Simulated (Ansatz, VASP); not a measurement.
# InGaP2 in two plane-wave programs

Aim: how closely do two programs agree when they are given the same cell, functional and k mesh? The cell is taken from a series of runs on this material, whose earlier steps may have relaxed, scaled, displaced or heated it; both programs get it as it stands.

Main program and level: Ansatz 0.2.0; plane waves, with VASP 6.6.1 beside it; single point at PBEsol, spin-orbit coupling.

## Step 1: Starting point

The cell holds 12 atoms: 3 Ga, 6 P and 3 In. Its edges and angles: a = 3.993 Å, b = 3.994 Å, c = 17.052 Å, α = 90.0°, β = 90.0°, γ = 90.0°. It derives from GaP. The structure's axis is c.

Coordinates:

```cif
data_structure
_symmetry_space_group_name_H-M 'P 1'
_symmetry_Int_Tables_number 1
_cell_length_a 3.9927
_cell_length_b 3.9945
_cell_length_c 17.0517
_cell_angle_alpha 90.000
_cell_angle_beta 90.000
_cell_angle_gamma 90.000
_cell_volume 271.96
loop_
_atom_site_label
_atom_site_type_symbol
_atom_site_fract_x
_atom_site_fract_y
_atom_site_fract_z
_atom_site_occupancy
Ga1 Ga 0.00000 0.00000 0.03941 1
Ga2 Ga 0.50000 0.50000 0.19326 1
Ga3 Ga 0.00000 0.00000 0.34708 1
P4 P 0.50000 0.00000 0.11641 1
P5 P 0.00000 0.50000 0.27016 1
P6 P 0.50000 0.00000 0.42327 1
P7 P 0.00000 0.50000 0.60343 1
P8 P 0.50000 0.00000 0.78302 1
P9 P 0.00000 0.50000 0.96321 1
In10 In 0.50000 0.50000 0.51366 1
In11 In 0.00000 0.00000 0.69318 1
In12 In 0.50000 0.50000 0.87270 1
```

## Step 2: VASP: single point, PBEsol, spin-orbit coupling

A single point gives forces, pressure and levels at one fixed geometry, so differences don't come from the geometry; what else differs is listed under the comparison.

Lines of VASP's logs that name or quote its potential files are left out, and so is its time.

The input, INCAR:

```
SYSTEM = InGaP2
PREC = Accurate
ENCUT = 400
EDIFF = 1E-06
NELM = 200
ISMEAR = -1
SIGMA = 0.02
LREAL = .FALSE.
ALGO = Normal
GGA = PS
LNONCOLLINEAR = .TRUE.
MAGMOM = 0 0 0 0 0 0 0 0 0 0 0 0 0 0 0 0 0 0 0 0 0 0 0 0 0 0 0 0 0 0 0 0 0 0 0 0
NBANDS = 132
GGA_COMPAT = .FALSE.
LASPH = .TRUE.
LSORBIT = .TRUE.
LORBIT = 11
LWAVE = .FALSE.
LCHARG = .FALSE.
ISIF = 2
EFERMI = MIDGAP
KPAR = 2
```

The input, POSCAR:

```
InGaP2
1.0
    3.9927471982      0.0000000000      0.0000000000
    0.0000000000      3.9944829234      0.0000000000
    0.0000000000      0.0000000000     17.0516838256
Ga P In
3 6 3
Direct
    0.0000000000      0.0000000000      0.0394086134
    0.5000000000      0.5000000000      0.1932610037
    0.0000000000      0.0000000000      0.3470791767
    0.5000000000      0.0000000000      0.1164143200
    0.0000000000      0.5000000000      0.2701560746
    0.5000000000      0.0000000000      0.4232672161
    0.0000000000      0.5000000000      0.6034271711
    0.5000000000      0.0000000000      0.7830200075
    0.0000000000      0.5000000000      0.9632052681
    0.5000000000      0.5000000000      0.5136624670
    0.0000000000      0.0000000000      0.6931822918
    0.5000000000      0.5000000000      0.8727025445
```

The input, KPOINTS:

```
Automatic mesh
0
Gamma
6 6 2
0 0 0
```

PAW data sets: Ga_d, P and In_d (PBE family, release 64).

Command:

```sh
> mpirun -np 2 vasp_ncl
```

Numbers of over 12 decimals in the logs are rounded to 6 here.

Output:

```text
[banner, memory and clock lines left out]
running    2 mpi-ranks, on    1 nodes
 distrk:  each k-point on    1 cores,    2 groups
 distr:  one band on    1 cores,    1 groups

 POSCAR found type information on POSCAR GaP In
 POSCAR found :  3 types and      12 ions
|                                                                             |
|               ----> ADVICE to this user running VASP <----                  |
|                                                                             |
|     You enforced a specific xc type in the INCAR file but a different       |
|     [... a line on the potential file left out ...]
|     I HOPE YOU KNOW WHAT YOU ARE DOING!                                     |
|                                                                             |

 LDA part: xc-table for (Slater+PW92), standard interpolation
 POSCAR, INCAR and KPOINTS ok, starting setup
 FFT: planning ... GRIDC
 FFT: planning ... GRID_SOFT
 FFT: planning ... GRID
 WAVECAR not read
 entering main loop
       N       E                     dE             d eps       ncg     rms          rms(c)
DAV:   1     0.114693262513E+04    0.11469E+04   -0.38326E+04  8504   0.184E+03
DAV:   2     0.195365005446E+03   -0.95157E+03   -0.92181E+03  8584   0.538E+02
DAV:   3    -0.328515901803E+02   -0.22822E+03   -0.21468E+03  9776   0.230E+02
DAV:   4    -0.574365280562E+02   -0.24585E+02   -0.23979E+02 10404   0.711E+01
DAV:   5    -0.590706012028E+02   -0.16341E+01   -0.16179E+01 13072   0.188E+01    0.137E+01
DAV:   6    -0.572384759220E+02    0.18321E+01   -0.38192E+00 11880   0.182E+01    0.693E+00
DAV:   7    -0.570625247844E+02    0.17595E+00   -0.19761E+00 12816   0.620E+00    0.256E+00
DAV:   8    -0.570441859223E+02    0.18339E-01   -0.22504E-01 10928   0.375E+00    0.189E+00
DAV:   9    -0.570478918605E+02   -0.37059E-02   -0.69420E-02 11632   0.147E+00    0.834E-01
DAV:  10    -0.570445593265E+02    0.33325E-02   -0.27323E-02 11412   0.170E+00    0.437E-01
DAV:  11    -0.570448076891E+02   -0.24836E-03   -0.32438E-03 10448   0.739E-01    0.860E-02
DAV:  12    -0.570448541355E+02   -0.46446E-04   -0.68503E-04 14060   0.208E-01    0.678E-02
DAV:  13    -0.570448643092E+02   -0.10174E-04   -0.86272E-05 10988   0.535E-02    0.690E-02
DAV:  14    -0.570448705414E+02   -0.62323E-05   -0.85933E-06 10116   0.765E-02    0.464E-02
DAV:  15    -0.570448675546E+02    0.29868E-05   -0.37151E-05 11072   0.857E-02    0.433E-02
DAV:  16    -0.570448678846E+02   -0.32999E-06   -0.10428E-05 11632   0.286E-02    0.398E-02
DAV:  17    -0.570448667534E+02    0.11311E-05   -0.97630E-07  5940   0.246E-02    0.348E-02
DAV:  18    -0.570448660140E+02    0.73946E-06   -0.27935E-06  8992   0.378E-02
   1 F= -.57044866E+02 E0= -.57044866E+02  d E =-.237052E-11  mag=    -0.0000     0.0000     0.0000
```

Parts of OUTCAR (step 2):

```text
ion  position               nearest neighbor table
   1  0.000  0.000  0.039-   9 2.38   9 2.38   4 2.39   4 2.39
   2  0.500  0.500  0.193-   5 2.39   5 2.39   4 2.39   4 2.39
   3  0.000  0.000  0.347-   6 2.38   6 2.38   5 2.39   5 2.39
   4  0.500  0.000  0.116-   2 2.39   2 2.39   1 2.39   1 2.39
   5  0.000  0.500  0.270-   2 2.39   2 2.39   3 2.39   3 2.39
   6  0.500  0.000  0.423-   3 2.38   3 2.38  10 2.52  10 2.52
   7  0.000  0.500  0.603-  10 2.52  10 2.52  11 2.52  11 2.52
   8  0.500  0.000  0.783-  12 2.52  12 2.52  11 2.52  11 2.52
   9  0.000  0.500  0.963-   1 2.38   1 2.38  12 2.52  12 2.52
  10  0.500  0.500  0.514-   7 2.52   7 2.52   6 2.52   6 2.52
  11  0.000  0.000  0.693-   7 2.52   7 2.52   8 2.52   8 2.52
  12  0.500  0.500  0.873-   8 2.52   8 2.52   9 2.52   9 2.52

  LATTYP: Found a simple orthorhombic cell.
 ALAT       =     3.9927471982
 B/A-ratio  =     1.0004347195
 C/A-ratio  =     4.2706645272

 Subroutine GETGRP returns: Found  4 space group operations
 (whereof  4 operations were pure point group operations)

The static configuration has the point symmetry C_2v.

 Found     32 irreducible k-points:

   k-points           NKPTS =     32   k-points in BZ     NKDIM =     32   number of bands    NBANDS=    132

   dimension x,y,z NGX =    28 NGY =   28 NGZ =  112
   dimension x,y,z NGXF=    56 NGYF=   56 NGZF=  224

   ENCUT  =  400.0 eV  29.40 Ry    5.42 a.u.   6.51  6.51 27.81*2*pi/ulx,y,z

   NELECT =     108.0000    total number of electrons

 k-points in reciprocal lattice and weights: Automatic mesh
   0.00000000  0.00000000  0.00000000       0.014
   0.16666667  0.00000000  0.00000000       0.028
   0.33333333  0.00000000  0.00000000       0.028
   0.50000000  0.00000000  0.00000000       0.014
   0.00000000  0.16666667  0.00000000       0.028
   0.16666667  0.16666667  0.00000000       0.056
   0.33333333  0.16666667  0.00000000       0.056
   0.50000000  0.16666667  0.00000000       0.028
   0.00000000  0.33333333  0.00000000       0.028
[...]
0.33333333  0.50000000  0.50000000       0.028
   0.50000000  0.50000000  0.50000000       0.014

 average (electrostatic) potential at core
       1 -64.9344       2 -64.9179       3 -64.9365       4 -83.1260       5 -83.1267
       6 -83.0255       7 -82.9191       8 -82.9185       9 -83.0225      10 -95.6815
      11 -95.6874      12 -95.6798

 E-fermi :   5.4486

 k-point     1 :       0.0000    0.0000    0.0000
  band No.  band energies     occupation
    ...
    104       4.7969      1.00000
    105       4.9395      1.00000
    106       4.9395      1.00000
    107       4.9843      1.00000
    108       4.9843      1.00000
    109       5.9129      0.00000
    110       5.9129      0.00000
    111       6.1998      0.00000
    112       6.1998      0.00000
    113       6.2172      0.00000
    ...

 k-point     2 :       0.1667    0.0000    0.0000
  band No.  band energies     occupation
    ...
    104       4.1503      1.00000
    105       4.3521      1.00000
    106       4.3737      1.00000
    107       4.8576      1.00000
    108       4.8660      1.00000
    109       6.5110      0.00000
    110       6.5140      0.00000
    111       6.9246      0.00000
    112       6.9254      0.00000
    113       7.0200      0.00000
    ...

 k-point     3 :       0.3333    0.0000    0.0000
  band No.  band energies     occupation
    ...
    104       4.0591      1.00000
    105       4.2003      1.00000
    106       4.2037      1.00000
    107       4.5726      1.00000
    108       4.5835      1.00000
    109       6.4093      0.00000
    110       6.4134      0.00000
    111       6.4704      0.00000
    112       6.4714      0.00000
    113       6.9498      0.00000
    ...

  Total       -0.2646164     -0.3243670     -0.2798800      0.0000000      0.0000000      0.0000000
  in kB       -1.5589339     -1.9109424     -1.6488560      0.0000000      0.0000000      0.0000000
  external PRESSURE =      -1.7062441 kB  Pullay stress =       0.0000000 kB

  energy-cutoff  :      400.00
  volume of cell :      271.96
      direct lattice vectors                 reciprocal lattice vectors
     3.992747198  0.000000000  0.000000000     0.250454124  0.000000000  0.000000000
     0.000000000  3.994482923  0.000000000     0.000000000  0.250345294  0.000000000
     0.000000000  0.000000000 17.051683826     0.000000000  0.000000000  0.058645235

 POSITION                                       TOTAL-FORCE (eV/Angst)
 -----------------------------------------------------------------------------------
      0.00000      0.00000      0.67198         0.000000      0.000000     -0.005494
      1.99637      1.99724      3.29543         0.000000      0.000000      0.000908
      0.00000      0.00000      5.91828         0.000000      0.000000      0.000995
      1.99637      0.00000      1.98506         0.000000      0.000000     -0.003355
      0.00000      1.99724      4.60662         0.000000      0.000000     -0.001686
      1.99637      0.00000      7.21742         0.000000      0.000000     -0.003416
      0.00000      1.99724     10.28945         0.000000      0.000000     -0.003757
      1.99637      0.00000     13.35181         0.000000      0.000000     -0.001497
      0.00000      1.99724     16.42427         0.000000      0.000000      0.004682
      1.99637      1.99724      8.75881         0.000000      0.000000      0.006437
      0.00000      0.00000     11.81993         0.000000      0.000000      0.003034
      1.99637      1.99724     14.88105         0.000000      0.000000      0.003150
 -----------------------------------------------------------------------------------
    total drift:                                0.000000      0.000000     -0.000956

  FREE ENERGIE OF THE ION-ELECTRON SYSTEM (eV)
  ---------------------------------------------------
  free  energy   TOTEN  =       -57.0448660140 eV

  energy  without entropy=      -57.0448660140  energy(sigma->0) =      -57.04486601

 Spin-Orbit-Coupling matrix elements
 Ion:    1  E_soc:     -0.0115102
 Ion:    2  E_soc:     -0.0115658
 Ion:    3  E_soc:     -0.0115137
 Ion:    4  E_soc:     -0.0009000
 Ion:    5  E_soc:     -0.0008999
 Ion:    6  E_soc:     -0.0010030
 Ion:    7  E_soc:     -0.0011096
 Ion:    8  E_soc:     -0.0011096
 Ion:    9  E_soc:     -0.0010032
 Ion:   10  E_soc:     -0.0733464
 Ion:   11  E_soc:     -0.0730926
 Ion:   12  E_soc:     -0.0733393

 total charge
# of ion       s       p       d       tot
------------------------------------------
    1        0.861   0.811  10.007  11.679
    2        0.862   0.815  10.005  11.682
    3        0.861   0.811  10.007  11.680
    4        1.022   1.484   0.000   2.505
    5        1.022   1.484   0.000   2.505
    6        1.023   1.490   0.000   2.514
    7        1.026   1.495   0.000   2.521
    8        1.026   1.495   0.000   2.521
    9        1.023   1.490   0.000   2.513
   10        0.832   0.806   9.903  11.542
   11        0.832   0.803   9.905  11.540
   12        0.832   0.806   9.903  11.541
--------------------------------------------------
tot         11.223  13.790  59.729  84.742

 magnetization (x)
# of ion       s       p       d       tot
------------------------------------------
    1        0.000   0.000   0.000   0.000
    2        0.000   0.000   0.000   0.000
    3        0.000   0.000   0.000   0.000
    4        0.000   0.000   0.000   0.000
    5        0.000   0.000   0.000   0.000
    6        0.000   0.000   0.000   0.000
    7        0.000   0.000   0.000   0.000
    8        0.000   0.000   0.000   0.000
    9        0.000   0.000   0.000   0.000
   10        0.000   0.000   0.000   0.000
   11        0.000   0.000   0.000   0.000
   12        0.000   0.000   0.000   0.000
--------------------------------------------------
tot          0.000   0.000   0.000   0.000

 magnetization (y)
# of ion       s       p       d       tot
------------------------------------------
    1        0.000   0.000   0.000   0.000
    2        0.000   0.000   0.000   0.000
    3        0.000   0.000   0.000   0.000
    4        0.000   0.000   0.000   0.000
    5        0.000   0.000   0.000   0.000
    6        0.000   0.000   0.000   0.000
    7        0.000   0.000   0.000   0.000
    8        0.000   0.000   0.000   0.000
    9        0.000   0.000   0.000   0.000
   10        0.000   0.000   0.000   0.000
   11        0.000   0.000   0.000   0.000
   12        0.000   0.000   0.000   0.000
--------------------------------------------------
tot          0.000   0.000   0.000   0.000

 magnetization (z)
# of ion       s       p       d       tot
------------------------------------------
    1        0.000   0.000   0.000   0.000
    2        0.000   0.000   0.000   0.000
    3        0.000   0.000   0.000   0.000
    4        0.000   0.000   0.000   0.000
    5        0.000   0.000   0.000   0.000
    6        0.000   0.000   0.000   0.000
    7        0.000   0.000   0.000   0.000
    8        0.000   0.000   0.000   0.000
    9        0.000   0.000   0.000   0.000
   10        0.000   0.000   0.000   0.000
   11        0.000   0.000   0.000   0.000
   12        0.000   0.000   0.000   0.000
--------------------------------------------------
tot          0.000   0.000   0.000   0.000

[... 3 further parts left out ...]
```

The run ends at a pressure of -0.17 GPa, with forces up to 0.0064 eV/Å.

[end of part 1 of 2]

[Lines on the potential files, build, host, timing and source positions are cut from VASP's logs without a mark.]

[Logs are printed without paths, hosts, clocks, repeated set-up lines and the standing remarks that a program may print on its own settings, such as how far it seeks lower states.]

[Hosts, paths, dates, database ids (printed as entryN), source tags and the programs' standing remarks are cut or masked in the printed files.]
